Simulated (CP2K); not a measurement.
ZrSe2:

```xyz
3
Lattice="3.7980 0.0000 0.0000 -1.8990 3.2892 0.0000 0.0000 0.0000 6.1920" Properties=species:S:1:pos:R:3 pbc="T T T"
Zr    0.0000    0.0000    0.0000
Se    1.8990    1.0964    4.6440
Se    0.0000    2.1928    1.5480
```

Base run:

| Item | Value |
| --- | --- |
| Program | CP2K 2026.2 |
| Functional | PBE |
| Potentials or basis | GTH_SOC_POTENTIALS Zr GTH-PBE-q12, Se GTH-PBE-q6; DZVP-MOLOPT-SR-GTH basis |
| Density cutoff | 6123 eV |
| k mesh | 8 × 8 × 5 |
| Occupations | fermi-dirac, width 0.05 eV |
| Spin | spin-orbit coupling, no magnetisation |

Its results: pressure 2.1 GPa; largest force 0.314 eV/Å.

Q: The run is repeated on the same cell with these changes: functional from PBE to HLE16. What comes out?

A: Pressure -8.8 GPa; largest force 1.663 eV/Å.

Caveats: the basis of atomic orbitals isn't converged, which shifts pressures, moduli and gaps; this functional lacks dispersion, which binds the layers, so the pressure and a relaxed spacing across them are unreliable (some runs); the potentials were made for a functional far from this one (some runs); the potentials were made for another functional, which shifts forces and pressure (some runs).
